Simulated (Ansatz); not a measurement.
## InN: response to strain

The parent structure is InN in the wurtzite structure (space group P6_3mc, No. 186; a = 3.5475 Å, c = 5.7226 Å). Axes: x lies along a and z along c of the hexagonal cell.

Strains are applied to the cell and any free atomic positions relax; under biaxial strain the out-of-plane vector relaxes too; under stress the whole cell relaxes.

Computed with Ansatz (a first-principles code) r2SCAN, spin-orbit coupling left out.

Notes on the quantities. band gap: uncertain: the Fermi level lies in a band; the base alone; pressure: mean of the normal stresses, compression positive.

```json
[
 {"variant": "base", "band gap": "0.07 eV", "volume per atom": "15.59 Å³", "pressure": "0.0 GPa"},
 {"variant": "biaxial strain −4.41 %, plane normal [001], relaxed out of plane", "band gap": "zero", "volume per atom": "14.73 Å³", "pressure": "8.7 GPa"},
 {"variant": "biaxial strain −1.51 %, plane normal [001], relaxed out of plane", "band gap": "zero", "volume per atom": "15.30 Å³", "pressure": "2.8 GPa"},
 {"variant": "biaxial strain +3.26 %, plane normal [001], relaxed out of plane", "band gap": "zero", "volume per atom": "16.17 Å³", "pressure": "-5.0 GPa"},
 {"variant": "biaxial strain +4.45 %, plane normal [001], relaxed out of plane", "band gap": "zero", "volume per atom": "?", "pressure": "?"},
 {"variant": "isotropic strain −0.93 %", "band gap": "0.14 eV", "volume per atom": "15.16 Å³", "pressure": "4.19 GPa"},
 {"variant": "uniaxial strain ε_xx = +5.13 %", "band gap": "zero", "volume per atom": "16.39 Å³", "pressure": "-6.4 GPa"},
 {"variant": "uniaxial strain ε_yy = −3.41 %", "band gap": "zero", "volume per atom": "15.06 Å³", "pressure": "5.2 GPa"},
 {"variant": "uniaxial strain ε_zz = +3.87 %", "band gap": "zero", "volume per atom": "16.20 Å³", "pressure": "-4.8 GPa"},
 {"variant": "uniaxial stress, 3 GPa tension along z", "band gap": "zero", "volume per atom": "15.71 Å³", "pressure": "–"}
]
```

**Question.** What belongs in the blanks?

**Answer.** 
- biaxial strain +4.45 %, plane normal [001], relaxed out of plane, volume per atom: 16.36 Å³
- biaxial strain +4.45 %, plane normal [001], relaxed out of plane, pressure: -6.6 GPa

A case with no gap was solved on a k-mesh chosen for an insulator, which is coarse for it. Beyond what the load breaks, stability against distortions was not tested. All final runs are without spin polarisation. Gaps under 0.05 eV, about the width of the smearing, are given as zero. The zero or small gap of InN can change with the level of theory.
